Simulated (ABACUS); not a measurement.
# Cr (Im-3m) in ABACUS: relaxation of cell and atoms with PBE

Aim: the relaxation of cell and atoms of Cr with PBE.

All numbers are computed with ABACUS 3.10.1; they aren't measurements. Logs are shortened: lines on timing, memory, paths and dates and some standing lists are left out, and cuts for length are marked.

## (1) Starting point

Symmetry: Im-3m, No. 229, cubic system. Conventional cell: a = 2.969 Å, b = 2.969 Å, c = 2.969 Å, α = 90.00°, β = 90.00°, γ = 90.00°. Around Cr (site symmetry m-3m) lie 8 Cr at 2.57 Å.

## (2) Relaxation of cell and atoms, PBE, collinear spin, ferromagnetic start

Input file run_abacus.py:

```python
"""ABACUS run from a structure file: ASE reads it, the script writes STRU, KPT and INPUT."""
import re
import subprocess
from ase.io import read
from ase.units import Bohr

atoms = read("Cr.xyz")
atoms = atoms[(-atoms.numbers).argsort(kind="stable")]  # ABACUS lists atoms element by element
pseudo = {'Cr': 'Cr.upf'}
orbital = {'Cr': 'Cr_confined-atom_7au_3s2p2d1f.orb'}
magmoms = [3.0]
kmesh = [11, 11, 11]
params = {
    'suffix': 'Cr',
    'calculation': 'cell-relax',
    'basis_type': 'lcao',
    'pseudo_dir': './',
    'orbital_dir': './',
    'symmetry': 1,
    'dft_functional': 'pbe',
    'ecutwfc': 100,
    'pseudo_rcut': 10,
    'nspin': 2,
    'nbands': 13,
    'ks_solver': 'genelpa',
    'smearing_method': 'fd',
    'smearing_sigma': 0.00367493,
    'scf_thr': 1e-07,
    'scf_nmax': 100,
    'mixing_type': 'broyden',
    'mixing_beta': 0.4,
    'cal_force': 1,
    'cal_stress': 1,
    'out_mul': 1,
    'relax_nmax': 60,
    'force_thr_ev': 0.005,
    'relax_method': 'cg',
    'out_stru': 1,
    'stress_thr': 0.5,
}

symbols = atoms.get_chemical_symbols()
elements = list(dict.fromkeys(symbols))
lines = ["ATOMIC_SPECIES"] + [f"{e} {atoms.get_masses()[symbols.index(e)]:.4f} {pseudo[e]}" for e in elements]
if orbital:
    lines += ["", "NUMERICAL_ORBITAL"] + [orbital[e] for e in elements]
lines += ["", "LATTICE_CONSTANT", f"{1 / Bohr:.10f}", "", "LATTICE_VECTORS"]
lines += [" ".join(f"{x:.10f}" for x in v) for v in atoms.cell]
lines += ["", "ATOMIC_POSITIONS", "Direct"]
for e in elements:
    lines += ["", e, "0.0", str(symbols.count(e))]
    for i, p in enumerate(atoms.get_scaled_positions(wrap=False)):
        if symbols[i] == e:
            mag = "" if magmoms is None else " mag " + " ".join(str(x) for x in (magmoms[i] if isinstance(magmoms[i], list) else [magmoms[i]]))
            lines.append(" ".join(f"{x:.10f}" for x in p) + " 1 1 1" + mag)
open("STRU", "w").write("\n".join(lines) + "\n")
open("KPT", "w").write("K_POINTS\n0\nGamma\n%d %d %d 0 0 0\n" % tuple(kmesh))
open("INPUT", "w").write("INPUT_PARAMETERS\n" + "".join(f"{k:<20s}{v}\n" for k, v in params.items()))

done = subprocess.run(['mpirun', '-np', '4', 'abacus'])
if done.returncode:
    raise SystemExit(done.returncode)
log = open("OUT.Cr/running_cell-relax.log").read()
print("final energy (eV):", re.findall(r"FINAL_ETOT_IS (\S+)", log))
```

Input file Cr.xyz:

```xyz
1
Lattice="-1.4844496776 1.4844496776 1.4844496776 1.4844496776 -1.4844496776 1.4844496776 1.4844496776 1.4844496776 -1.4844496776" Properties=species:S:1:pos:R:3 pbc="T T T"
Cr     0.0000000000      0.0000000000      0.0000000000
```

Potentials or basis: PseudoDojo NC SR 0.4.1 PBE standard, DZP LCAO (the cutoffs set its grid).

Launch:

```sh
> OMP_NUM_THREADS=1 python run_abacus.py > log
```

running log:

```text
ABACUS v3.10.1

               Atomic-orbital Based Ab-initio Computation at UStc

 ------------------------------------------------------------------------------------

 READING GENERAL INFORMATION
                           global_out_dir = OUT.Cr/
                           global_in_card = INPUT
                               pseudo_dir = ./
                              orbital_dir = ./
                                    DSIZE = 4
                                    GSIZE = 1

 READING UNITCELL INFORMATION
                                    ntype = 1
                  lattice constant (Bohr) = 1.88973
              lattice constant (Angstrom) = 1

 READING ATOM TYPE 1
                               atom label = Cr
                      L=0, number of zeta = 3
                      L=1, number of zeta = 2
                      L=2, number of zeta = 2
                      L=3, number of zeta = 1
             number of atom for this type = 1
               magnetization of element 1 = 3

                        TOTAL ATOM NUMBER = 1
DIRECT COORDINATES
    atom                   x                   y                   z     mag                  vx                  vy                  vz
taud_Cr1            0.0000000000        0.0000000000        0.0000000000  3.0000        0.0000000000        0.0000000000        0.0000000000

                          Volume (Bohr^3) = 88.2984
                             Volume (A^3) = 13.0845

 Lattice vectors: (Cartesian coordinate: in unit of a_0)
             -1.48445            +1.48445            +1.48445
             +1.48445            -1.48445            +1.48445
             +1.48445            +1.48445            -1.48445
 Reciprocal vectors: (Cartesian coordinate: in unit of 2 pi/a_0)
                   +0           +0.336825           +0.336825
            +0.336825                  +0           +0.336825
            +0.336825           +0.336825                  +0
 The esolver type has been set to : ksdft_lcao

                PAO radial cut off (Bohr) = 10

 Read in pseudopotential file is Cr.upf
                     pseudopotential type = NC
          exchange-correlation functional = PBE
                 nonlocal core correction = 1
                        valence electrons = 14
                                     lmax = 2
                           number of zeta = 4
                     number of projectors = 6
                           L of projector = 0
                           L of projector = 0
                           L of projector = 1
                           L of projector = 1
                           L of projector = 2
                           L of projector = 2
     initial pseudo atomic orbital number = 10
 The readin total magnetization is 3

 SETUP THE ELECTRONS NUMBER
            electron number of element Cr = 14
      total electron number of element Cr = 14
            AUTOSET number of electrons:  = 14
                           occupied bands = 7
                                   NLOCAL = 26
                                   NBANDS = 13
                                   NBANDS = 13
                                   NLOCAL = 26

%%%%%%%%%%%%%%%%%%%%%%%%%%%%%%%%%%%%%%%%%%%%%%%%%%%%%%%%%%%%%%%%%%%%%%%%%%%%%%%%%%%%%%%%%%%%%%%%%%%%%%%%%%
 Warning: the number of valence electrons in pseudopotential > 6 for Cr: [Ar] 3d5 4s1
 Pseudopotentials with additional electrons can yield (more) accurate outcomes, but may be less efficient.
 If you're confident that your chosen pseudopotential is appropriate, you can safely ignore this warning.
%%%%%%%%%%%%%%%%%%%%%%%%%%%%%%%%%%%%%%%%%%%%%%%%%%%%%%%%%%%%%%%%%%%%%%%%%%%%%%%%%%%%%%%%%%%%%%%%%%%%%%%%%%

 SETUP THE PLANE WAVE BASIS
 energy cutoff for charge/potential (unit:Ry) = 400
            fft grid for charge/potential = [ 32, 32, 32 ]
                        fft grid division = [ 4, 4, 4 ]
        big fft grid for charge/potential = [ 8, 8, 8 ]
                                     nbxx = 128
                                     nrxx = 8192

 SETUP PLANE WAVES FOR CHARGE/POTENTIAL
                    number of plane waves = 11993
                         number of sticks = 709

 PARALLEL PW FOR CHARGE/POTENTIAL
     PROC   COLUMNS(POT)             PW
        1            178           3001
        2            177           2997
        3            177           2997
        4            177           2998
 --------------- sum -------------------
        4            709          11993
                            number of |g| = 147
                                  max |g| = 36.0775
                                  min |g| = 0

----------- Double Check Mixing Parameters Begin ------------
mixing_type: broyden
mixing_beta: 0.4
mixing_gg0: 1
mixing_gg0_min: 0.1
mixing_beta_mag: 1.6
mixing_gg0_mag: 0
mixing_ndim: 8
----------- Double Check Mixing Parameters End ------------

 LATTICE VECTORS: (CARTESIAN COORDINATE: IN UNIT OF A0)
             -1.48445            +1.48445            +1.48445
             +1.48445            -1.48445            +1.48445
             +1.48445            +1.48445            -1.48445
                       right hand lattice = 1
                                   NORM_A = 2.57114
                                   NORM_B = 2.57114
                                   NORM_C = 2.57114
                           ALPHA (DEGREE) = 109.471
                           BETA  (DEGREE) = 109.471
                           GAMMA (DEGREE) = 109.471

 The lattice vectors have been changed (STRU_SIMPLE.cif)

(for optimal symmetric configuration:)
                             BRAVAIS TYPE = 2
                     BRAVAIS LATTICE NAME = 02. Cubic I (body-centered)
                                    ibrav = 2
                                    IBRAV = 2
                                  BRAVAIS = BODY CENTERED CUBIC
                       LATTICE CONSTANT A = 2.9689
Original cell was already a primitive cell.
                        ROTATION MATRICES = 48
              PURE POINT GROUP OPERATIONS = 48
                   SPACE GROUP OPERATIONS = 48
                              POINT GROUP = O_h
               POINT GROUP IN SPACE GROUP = O_h

 SETUP K-POINTS
                                    nspin = 2
                   Input type of k points = Monkhorst-Pack(Gamma)
                                   nkstot = 1331
                       right hand lattice = 1
(for reciprocal lattice: )
[... 8 lines left out ...]
                       right hand lattice = 1
                        ROTATION MATRICES = 48
                               nkstot_ibz = 56
K-POINTS REDUCTION ACCORDING TO SYMMETRY
     IBZ    DIRECT_X    DIRECT_Y    DIRECT_Z  WEIGHT  ibz2bz
       1  0.00000000  0.00000000  0.00000000  0.0008       0
       2 -0.09090909  0.09090909  0.00000000  0.0090       1
       3 -0.18181818  0.18181818  0.00000000  0.0090       2
       4 -0.27272727  0.27272727  0.00000000  0.0090       3
       5 -0.36363636  0.36363636  0.00000000  0.0090       4
       6 -0.45454545  0.45454545  0.00000000  0.0090       5
[... 22 lines left out ...]
      29 -0.36363636  0.09090909  0.36363636  0.0180     172
      30 -0.36363636  0.27272727  0.18181818  0.0361     173
[... 26 further k points ...]

                               nkstot now = 56
[... K-POINTS DIRECT COORDINATES: 56 rows ...]

           k-point number in this process = 56
       minimum distributed K point number = 56
[... stars of the k points ...]
                             nks(nspin=2) = 112
                          nkstot(nspin=2) = 112

[... K-POINTS CARTESIAN COORDINATES: 112 rows ...]

[... K-POINTS DIRECT COORDINATES: 112 rows ...]

 SETUP PLANE WAVES FOR WAVE FUNCTIONS
     energy cutoff for wavefunc (unit:Ry) = 100
              fft grid for wave functions = [ 32, 32, 32 ]
                    number of plane waves = 2491
                         number of sticks = 249

 PARALLEL PW FOR WAVE FUNCTIONS
     PROC   COLUMNS(POT)             PW
        1             63            624
        2             62            622
        3             62            622
        4             62            623
 --------------- sum -------------------
        4            249           2491

 SET NONLOCAL PSEUDOPOTENTIAL PROJECTORS
 max number of nonlocal projetors among all species is 6

 -------------------------------------------
 STEP OF RELAXATION : 1
 -------------------------------------------

 SETUP SEARCHING RADIUS FOR PROGRAM TO SEARCH ADJACENT ATOMS
                  longest orb rcut (Bohr) = 7
   longest nonlocal projector rcut (Bohr) = 1.74
                     search radius (Bohr) = 17.5
              searching radius is (Bohr)) = 17.5
         searching radius unit is (Bohr)) = 1.89
                         PeriodicBoundary = 1
                        Radius(unit:lat0) = 9.25
                                   glayer = [ 6, 6, 6 ]
                             glayer_minus = [ 5, 5, 5 ]

Find the coordinate range of the input atom(unit:lat0).
                                  min_tau = [ -22.3, -22.3, -22.3 ]
                                  max_tau = [ 22.3, 22.3, 22.3 ]
                                BoxNumber = [ 11, 11, 11 ]

 SETUP EXTENDED REAL SPACE GRID FOR GRID INTEGRATION
                          real space grid = [ 32, 32, 32 ]
                 big cell numbers in grid = [ 8, 8, 8 ]
             meshcell numbers in big cell = [ 4, 4, 4 ]
                        extended fft grid = [ 15, 15, 15 ]
                dimension of extened grid = [ 39, 39, 39 ]
                            UnitCellTotal = 125
              Atom number in sub-FFT-grid = 1
    Local orbitals number in sub-FFT-grid = 26
                                ParaV.nnr = 25181
                                 init_chg = atomic

 LCAO ALGORITHM --------------- ION=   1  ELEC=   1--------------------------------
          total magnetism (Bohr mag/cell) = 1.03455
       absolute magnetism (Bohr mag/cell) = 1.04849
                        nelec for spin up = 7.51727
                      nelec for spin down = 6.48273

 Density error is 0.18051506432
----------------------------------------------------------
     Energy           Rydberg                 eV
----------------------------------------------------------
 E_KohnSham     -177.8719109568      -2420.0715031609
 E_Harris       -184.2123439807      -2506.3375200731
 E_Fermi        1.3948078977         18.9773350235
----------------------------------------------------------

 LCAO ALGORITHM --------------- ION=   1  ELEC=   2--------------------------------
          total magnetism (Bohr mag/cell) = 0.0539419
       absolute magnetism (Bohr mag/cell) = 0.128067
                        nelec for spin up = 7.02697
                      nelec for spin down = 6.97303

 Density error is 0.0437240594165
----------------------------------------------------------
     Energy           Rydberg                 eV
----------------------------------------------------------
 E_KohnSham     -177.9873486917      -2421.6421141198
 E_Harris       -178.4958049583      -2428.5600165291
 E_Fermi        1.2620316431         17.1708214030
----------------------------------------------------------
[... 3263 lines left out ...]
 correction force for each atom along direction 1 is 0.000000
 correction force for each atom along direction 2 is 0.000000
 correction force for each atom along direction 3 is -0.000000
------------------------------------------------------------------------------------------
 TOTAL-FORCE (eV/Angstrom)
------------------------------------------------------------------------------------------
                       Cr1         0.0000000000         0.0000000000         0.0000000000
------------------------------------------------------------------------------------------

----------------------------------------------------------------
 TOTAL-STRESS (KBAR)
----------------------------------------------------------------
        -0.3517932167         0.0000000000         0.0000000000
         0.0000000000        -0.3517932167         0.0000000000
        -0.0000000000         0.0000000000        -0.3517932167
----------------------------------------------------------------
 TOTAL-PRESSURE: -0.351793 KBAR

 Largest gradient in force is 0.000000 eV/A.
 Threshold is 0.005000 eV/A.

 Largest gradient in stress is 0.351793 kbar.
 Threshold is 0.500000 kbar.

 Relaxation is converged!

 --------------------------------------------
 !FINAL_ETOT_IS -2421.7890667004362513 eV
 --------------------------------------------
```

Run time: 2.8 min. Hardware: 4 MPI ranks of Intel Xeon Platinum 8488C (Sapphire Rapids), shared host; peak memory 0.44 GiB.

Results:

- Free energy: -2421.7891 eV
- Relaxed volume: 11.57 Å³/atom
- Relaxed cell: a = 2.468 Å, b = 2.468 Å, c = 2.468 Å, α = 109.47°, β = 109.47°, γ = 109.47°
- Space group after relaxing (to 0.05 Å): Im-3m (No. 229)
- Energy gained by relaxing: 129.7 meV/atom
- Ionic steps: 30
- Pressure after relaxing: 0.0 GPa
- Net moment: 0.00 μB per cell
- Absolute moment: 0.00 μB per cell

The path:
| step | energy change (eV) | largest force (eV/Å) | pressure (GPa) | volume (Å³) |
| --- | --- | --- | --- | --- |
| 1 | 0.0000 | 0.0000 | -24.49 | 13.08 |
| 2 | 0.2774 | 0.0000 | 76.16 | 9.54 |
| 3 | -0.1293 | 0.0000 | -1.81 | 11.65 |
| 4 | -0.1297 | 0.0000 | -0.41 | 11.58 |
| 5 | -0.1297 | 0.0000 | -0.40 | 11.58 |
| 6 | -0.1297 | 0.0000 | -0.35 | 11.58 |
| 7 | -0.1297 | 0.0000 | -0.35 | 11.58 |
| 8 | -0.1297 | 0.0000 | -0.35 | 11.58 |
| 9 | -0.1297 | 0.0000 | -0.35 | 11.58 |
| 10 | -0.1297 | 0.0000 | -0.35 | 11.58 |
| 11 | -0.1297 | 0.0000 | -0.35 | 11.58 |
| 12 | -0.1297 | 0.0000 | -0.34 | 11.58 |
| 13 | -0.1297 | 0.0000 | -0.34 | 11.58 |
| 14 | -0.1297 | 0.0000 | -0.34 | 11.58 |
| 15 | -0.1297 | 0.0000 | -0.33 | 11.58 |
| 16 | -0.1297 | 0.0000 | -0.33 | 11.58 |
| 17 | -0.1297 | 0.0000 | -0.32 | 11.58 |
| 18 | -0.1297 | 0.0000 | -0.31 | 11.58 |
| 19 | -0.1297 | 0.0000 | -0.30 | 11.58 |
| 20 | -0.1297 | 0.0000 | -0.29 | 11.58 |
| 21 | -0.1297 | 0.0000 | -0.28 | 11.58 |
| 22 | -0.1297 | 0.0000 | -0.25 | 11.58 |
| 23 | -0.1297 | 0.0000 | -0.24 | 11.58 |
| 24 | -0.1297 | 0.0000 | -0.20 | 11.58 |
| 25 | -0.1297 | 0.0000 | -0.19 | 11.57 |
| 26 | -0.1297 | 0.0000 | -0.15 | 11.57 |
| 27 | -0.1297 | 0.0000 | -0.13 | 11.57 |
| 28 | -0.1297 | 0.0000 | -0.09 | 11.57 |
| 29 | -0.1297 | 0.0000 | -0.07 | 11.57 |
| 30 | -0.1297 | 0.0000 | -0.04 | 11.57 |

Final structure:
```
Cr
1.0
    -1.42473    1.42473    1.42473
     1.42473   -1.42473    1.42473
     1.42473    1.42473   -1.42473
Cr
1
Direct
  0.00000 0.00000 0.00000
```

Caveat: the atomic orbitals were generated for these runs and aren't a published set; the starting moments collapsed, and a magnetic state may lie lower; the basis of atomic orbitals isn't converged, which shifts pressures, moduli and gaps.
